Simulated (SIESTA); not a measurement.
## TiC in SIESTA: the effect of basis

TiC:

```
Ti C
1.0
     0.00000    2.16572    2.16572
     2.16572    0.00000    2.16572
     2.16572    2.16572    0.00000
Ti C
1 1
Direct
  0.00000 0.00000 0.00000
  0.50000 0.50000 0.50000
```

The cell is a database's computed one.

Alike in all runs:

```yaml
Program: SIESTA 5.4.2
Task: single point
Functional: PBE
Potentials_or_basis: PseudoDojo 0.4 standard (PBE files)
Grid_cutoff: 800 Ry
Energy_shift: 0.003 Ry
k_mesh: 11 × 11 × 11
Occupations: fermi-dirac, width 0.05 eV
Spin: no spin polarisation
```

```csv
basis,pressure (GPa)
SZ,?
SZP,2.1
DZ,2.1
DZP,1.4
DZDP,1.8
TZP,1.0
TZDP,1.4
```

Question: What does the run with basis SZ give?

Answer: Pressure -2.6 GPa.

Caveats: the basis of atomic orbitals isn't converged, which shifts pressures, moduli and gaps; the basis has no polarisation orbitals (some runs).
